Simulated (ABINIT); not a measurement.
# Hf (Im-3m) in ABINIT: convergence with smearing width

Aim: find how far smearing width must go before the results for Hf settle, at PBE. This setting moves, with any that are tied to it; all else stays.

Everything below comes from runs of ABINIT 10.8.3 (patched build). Logs are shortened: lines on timing, memory, paths and dates and some standing lists are left out, and cuts for length are marked. The log counts tension as positive stress, the text compression.

### Step 1. The crystal as given

Symmetry: Im-3m, No. 229, cubic system. Conventional cell: a = 3.610 Å, b = 3.610 Å, c = 3.610 Å, α = 90.00°, β = 90.00°, γ = 90.00°. Hf (site symmetry m-3m) is surrounded by 8 Hf at 3.13 Å.

This isn't the form of Hf at room conditions, which is hcp.

### Step 2. With smearing width 0.272 eV

File run.abi:

```
# Pseudopotentials
pp_dirpath "./"
pseudos "Hf.GGA_PBE-JTH.xml"

# Structure
acell 5.9079484967 5.9079484967 5.9079484967
rprim
    -0.5773502692     0.5773502692     0.5773502692
     0.5773502692    -0.5773502692     0.5773502692
     0.5773502692     0.5773502692    -0.5773502692
ntypat 1
znucl 72
natom 1
typat 1
xred
     0.0000000000     0.0000000000     0.0000000000

# Plane-wave basis
ecut 19.0
pawecutdg 38.0
pawxcdev 0

# k points
kptopt 1
ngkpt 10 10 10
nshiftk 1
shiftk 0.0 0.0 0.0

# Exchange and correlation
ixc 11

# Bands and occupations
nband 10
occopt 4
tsmear 0.272 eV

# SCF cycle
nstep 100
tolvrs 1.0e-9

# Output
iomode 3
prtwf 0
prtden 0
prteig 0
prtebands 0
```

Potentials or basis: JTH PAW PBE v2.0.

Launch:

```console
$ abinit run.abi > log 2>&1
```

It took 8.1 s on 1 thread of Arm Neoverse V1, shared host; peak memory 0.09 GiB.

It converged, with:

```yaml
Free_energy: -1361.3263 eV
Pressure: -5.0 GPa
Band_gap_on_the_k_mesh: none (metal or under the smearing width)
Valence_electrons_inside_the_program's_atomic_spheres: Hf 9.42 (radii [1.2759] Å)
```

### Step 3. With smearing width 0.2 eV

Changes to run.abi since step 2:

```diff
@@ -34,3 +34,3 @@
 occopt 4
-tsmear 0.272 eV
+tsmear 0.2 eV
```

Potentials or basis: JTH PAW PBE v2.0.

Launch:

```console
$ abinit run.abi > log 2>&1
```

Run time: 8.1 s. Hardware: 1 thread of Arm Neoverse V1, shared host; peak memory 0.09 GiB.

Results (log left out):

- Free energy: -1361.3278 eV
- Pressure: -5.0 GPa
- Band gap on the k mesh: none (metal or under the smearing width)
- Valence electrons inside the program's atomic spheres: Hf 9.42 (radii [1.2759] Å)

### Step 4. With smearing width 0.136 eV

Changes to run.abi since step 3:

```diff
@@ -34,3 +34,3 @@
 occopt 4
-tsmear 0.2 eV
+tsmear 0.136 eV
```

Launch:

```console
$ abinit run.abi > log 2>&1
```

It took 8.1 s on 1 thread of Arm Neoverse V1, shared host; peak memory 0.09 GiB.

Results (log left out):

```
Free energy                                           : -1361.3290 eV
Pressure                                              : -5.1 GPa
Band gap on the k mesh                                : none (metal or under the smearing width)
Valence electrons inside the program's atomic spheres : Hf 9.42 (radii [1.2759] Å)
```

### Step 5. With smearing width 0.1 eV

Changes to run.abi since step 4:

```diff
@@ -34,3 +34,3 @@
 occopt 4
-tsmear 0.136 eV
+tsmear 0.1 eV
```

Launch:

```console
$ abinit run.abi > log 2>&1
```

It took 8.8 s on 1 thread of Arm Neoverse V1, shared host; peak memory 0.09 GiB.

It converged, with:

- Free energy: -1361.3295 eV
- Pressure: -5.2 GPa
- Band gap on the k mesh: none (metal or under the smearing width)
- Valence electrons inside the program's atomic spheres: Hf 9.42 (radii [1.2759] Å)

### Step 6. With smearing width 0.05 eV

Changes to run.abi since step 5:

```diff
@@ -34,3 +34,3 @@
 occopt 4
-tsmear 0.1 eV
+tsmear 0.05 eV
```

Potentials or basis: JTH PAW PBE v2.0.

Launch:

```console
$ abinit run.abi > log 2>&1
```

Wall time 8.1 s (1 thread of Arm Neoverse V1, shared host); peak memory 0.09 GiB.

Results (log left out):

- Free energy: -1361.3296 eV
- Pressure: -5.1 GPa
- Band gap on the k mesh: none (metal or under the smearing width)
- Valence electrons inside the program's atomic spheres: Hf 9.42 (radii [1.2759] Å)

### Step 7. With smearing width 0.025 eV

Changes to run.abi since step 6:

```diff
@@ -34,3 +34,3 @@
 occopt 4
-tsmear 0.05 eV
+tsmear 0.025 eV
```

Launch:

```console
$ abinit run.abi > log 2>&1
```

It took 8.7 s on 1 thread of Arm Neoverse V1, shared host; peak memory 0.09 GiB.

It converged, with:

- Free energy: -1361.3294 eV
- Pressure: -5.1 GPa
- Band gap on the k mesh: none (metal or under the smearing width)
- Valence electrons inside the program's atomic spheres: Hf 9.42 (radii [1.2759] Å)

### Step 8. With smearing width 0.01 eV

Changes to run.abi since step 7:

```diff
@@ -34,3 +34,3 @@
 occopt 4
-tsmear 0.025 eV
+tsmear 0.01 eV
```

Potentials or basis: JTH PAW PBE v2.0.

Launch:

```console
$ abinit run.abi > log 2>&1
```

run.abo:

```text
.Version 10.8.3 of ABINIT
 Symmetries : space group Im -3 m (#229); Bravais cI (body-center cubic)
================================================================================
 Values of the parameters that define the memory need of the present run
     intxc =       0    ionmov =       0      iscf =      17    lmnmax =      18
     lnmax =       6     mgfft =      24  mpssoang =       3    mqgrid =    3001
     natom =       1  nloc_mem =       2    nspden =       1   nspinor =       1
    nsppol =       1      nsym =      48    n1xccc =       1    ntypat =       1
    occopt =       4   xclevel =       2
       mpw =         642          nfft =       13824          nkpt =          47
 PAW method is used; the additional fine FFT grid is defined by:
   mgfftf=        36    nfftf =     46656
================================================================================
================================================================================

--------------------------------------------------------------------------------
------------- Echo of variables that govern the present computation ------------
--------------------------------------------------------------------------------
 -outvars: echo values of preprocessed input variables --------
            acell      5.9079484967E+00  5.9079484967E+00  5.9079484967E+00 Bohr
              amu      1.78490000E+02
             ecut      1.90000000E+01 Hartree
              ixc          11
         kptrlatt       10    0    0      0   10    0      0    0   10
          kptrlen      5.90794850E+01
            natom           1
            nband          10
            ngfft          24      24      24
          ngfftdg          36      36      36
             nkpt          47
            nstep         100
             nsym          48
           ntypat           1
           occopt           4
        pawecutdg      3.80000000E+01 Hartree
         pawxcdev           0
           prtden           0
        prtebands           0
           prteig           0
[... 145 lines left out ...]
   2.00000    2.00000    2.00000    2.00000    2.00000    0.00000    0.00000    0.00000
   0.00000    0.00000
 prteigrs : prtvol=0 or 1, do not print more k-points.

--- !EnergyTerms
iteration_state     : {dtset: 1, }
comment             : Components of total free energy in Hartree
kinetic             :  5.30464501371777E+00
hartree             :  6.50926997244583E+00
xc                  : -8.99552994351294E+00
Ewald energy        : -3.84092956443743E+01
psp_core            :  7.01738353163218E+00
local_psp           : -1.48456081743202E+00
PAW spherical_terms : -1.99698287673578E+01
internal            : -5.00279166548813E+01
'-kT*entropy'       : -4.29135290008106E-06
total_energy        : -5.00279209462342E+01
total_energy_eV     : -1.36132907995138E+03
...

--- !EnergyTermsDC
iteration_state     : {dtset: 1, }
comment             : '"Double-counting" decomposition of free energy'
band_energy         : -1.23456744733750E+01
Ewald energy        : -3.84092956443743E+01
psp_core            :  7.01738353163218E+00
xc_dc               : -1.16277266397362E+01
PAW spherical_terms :  5.33739246470715E+00
internal            : -5.00279207611462E+01
'-kT*entropy'       : -4.29135290008106E-06
total_energy_dc     : -5.00279250524991E+01
total_energy_dc_eV  : -1.36132919168854E+03
...

--- !EnergyTermsWithPAWCore
iteration_state     : {dtset: 1, }
comment             : 'Components of total free energy, including PAW core contributions'
Total energy        : -1.50784785912057E+04
Total energy DC     : -1.50784785953120E+04
Total energy (eV)   : -4.10306304947055E+05
Total energy DC (eV): -4.10306305058792E+05
...

 Cartesian components of stress tensor (hartree/bohr^3)
  sigma(1 1)=  1.72387454E-04  sigma(3 2)=  0.00000000E+00
  sigma(2 2)=  1.72387454E-04  sigma(3 1)=  0.00000000E+00
  sigma(3 3)=  1.72387454E-04  sigma(2 1)=  0.00000000E+00

-Cartesian components of stress tensor (GPa)         [Pressure= -5.0718E+00 GPa]
- sigma(1 1)=  5.07181400E+00  sigma(3 2)=  0.00000000E+00
- sigma(2 2)=  5.07181400E+00  sigma(3 1)=  0.00000000E+00
- sigma(3 3)=  5.07181400E+00  sigma(2 1)=  0.00000000E+00

== END DATASET(S) ==============================================================
================================================================================

 -outvars: echo values of variables after computation  --------
            acell      5.9079484967E+00  5.9079484967E+00  5.9079484967E+00 Bohr
           etotal     -5.0027925052E+01
            fcart     -0.0000000000E+00 -0.0000000000E+00 -0.0000000000E+00
            rprim     -5.7735026920E-01  5.7735026920E-01  5.7735026920E-01
                       5.7735026920E-01 -5.7735026920E-01  5.7735026920E-01
                       5.7735026920E-01  5.7735026920E-01 -5.7735026920E-01
           strten      1.7238745408E-04  1.7238745408E-04  1.7238745408E-04
                       0.0000000000E+00  0.0000000000E+00  0.0000000000E+00
 Calculation completed.
```

Run time: 8.8 s. Hardware: 1 thread of Arm Neoverse V1, shared host; peak memory 0.09 GiB.

Results:

| Item | Value |
| --- | --- |
| Free energy | -1361.3292 eV |
| Pressure | -5.1 GPa |
| Band gap on the k mesh | none (metal or under the smearing width) |
| Valence electrons inside the program's atomic spheres | Hf 9.42 (radii [1.2759] Å) |

### Step 9. Result

```tsv
smearing width	energy less the tightest run (meV/atom)	pressure (GPa)	SCF cycles	CPU time (s)	peak memory (GiB)
0.272 eV	2.90	-4.99	9	8.1	0.09
0.2 eV	1.38	-5.03	9	8.1	0.09
0.136 eV	0.22	-5.15	9	8.1	0.09
0.1 eV	-0.27	-5.19	10	8.7	0.09
0.05 eV	-0.39	-5.07	9	8.1	0.09
0.025 eV	-0.18	-5.07	10	8.7	0.09
0.01 eV	0.00	-5.07	10	8.8	0.09
```

Against the tightest run, the energy stays within 1 meV/atom from 0.136 eV on; the pressure stays within 0.1 GPa from 0.05 eV on. Narrower smearing needs a denser k mesh, so at a fixed mesh the narrowest width isn't the most accurate. The tightest run that finished is the yardstick and may itself not be fully converged.
